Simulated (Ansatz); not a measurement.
# Al: compression at zero temperature

One table from this session's results is given with a row withheld; the runs are named, their logs left out.

Program: Ansatz 0.2.0. Level of theory: DFT r2SCAN, scalar-relativistic, plane waves, PAW. These are calculated values, not measurements.

1 further run of the same task is left out (set aside as unsound or not needed).

### The system as given

It takes space group Fm-3m (No. 225, cubic). The conventional cell has a = 3.993 Å, b = 3.993 Å, c = 3.993 Å, α = 90.00°, β = 90.00°, γ = 90.00°. Al (site symmetry m-3m) is surrounded by 12 Al at 2.82 Å.

As a file:

```cif
data_structure
_symmetry_space_group_name_H-M 'P 1'
_symmetry_Int_Tables_number 1
_cell_length_a 2.8233
_cell_length_b 2.8233
_cell_length_c 2.8233
_cell_angle_alpha 60.000
_cell_angle_beta 60.000
_cell_angle_gamma 60.000
_cell_volume 15.91
loop_
_atom_site_label
_atom_site_type_symbol
_atom_site_fract_x
_atom_site_fract_y
_atom_site_fract_z
_atom_site_occupancy
Al1 Al 0.00000 0.00000 0.00000 1
```

It goes back to an entry of the Materials Project.

It is the result of an earlier relaxation at this level (volume 15.91 Å³/atom; gap on the mesh: none (metal)).

The first run:

input.yaml reads:

```yaml
crystal:
  lattice:
    - [0.0, 2.0149839633, 2.0149839633]
    - [2.0149839633, 0.0, 2.0149839633]
    - [2.0149839633, 2.0149839633, 0.0]
  atoms:
    - { symbol: Al, position: [0.0, 0.0, 0.0] }
basis:
  ecutwfc: 500
kpoints:
  mp_grid: { grid: [18, 18, 18] }
hamiltonian:
  xc: r2scan
scf:
  occupations: { method: gaussian, width: 0.1 }
output:
  forces: true
  stress: true
  eigenvalues: true
relax:
  adjacent_minimum: "off"
  f_tol: 0.008
  max_steps: 50
  cell: { stress_tol: 0.08, p_target: -3.0 }
```

On the command line:

```sh
$ ansatz run input.yaml --threads 1 --pin off --max-ram 2560MiB --backend cpu --events-out ev --progress --plain --runs-dir out
```

Steps of the session up to this table: Relaxing at -3 GPa; 3 GPa; Relaxing at 8 GPa; 15 GPa; 30 GPa; Relaxing at 60 GPa.

One of the session's tables, all rows but one given; the rest of the session is left out.

| P (GPa) | V (Å³/atom) | a (Å) | b (Å) | c (Å) | ΔH (eV/atom) |
| --- | --- | --- | --- | --- | --- |
| -3 | 16.49 | 2.857 | 2.857 | 2.857 | -0.303 |
| 0 | 15.91 | 2.823 | 2.823 | 2.823 | 0.000 |
| 3 | 15.42 | 2.794 | 2.794 | 2.794 | 0.293 |
| 8 | 14.78 | 2.755 | 2.755 | 2.755 | 0.764 |
| 15 | ? | ? | ? | ? | ? |
| 30 | 12.93 | 2.635 | 2.635 | 2.635 | 2.651 |
| 60 | 11.49 | 2.533 | 2.533 | 2.533 | 4.927 |

Q: Estimate the row for P (GPa) = 15 from the others.

Worked estimate for «V (Å³/atom)». A straight line through the neighbours (8, 14.78) and (30, 12.93) gives 14.78 + (12.93 − 14.78) × (15 − 8) / (30 − 8) = 14.19; a parabola fitted to 4 rows on both sides gives 14.14.

As computed: V (Å³/atom): 14.07; a (Å): 2.710; b (Å): 2.710; c (Å): 2.710; ΔH (eV/atom): 1.393. In «V (Å³/atom)» the line misses by +0.12 and the parabola by +0.07.

ΔH is E + PV over the energy at zero pressure; a, b and c are the vectors of the computed cell. 

Caveats from the session: Other structures may take over in this range; these runs cannot find them.
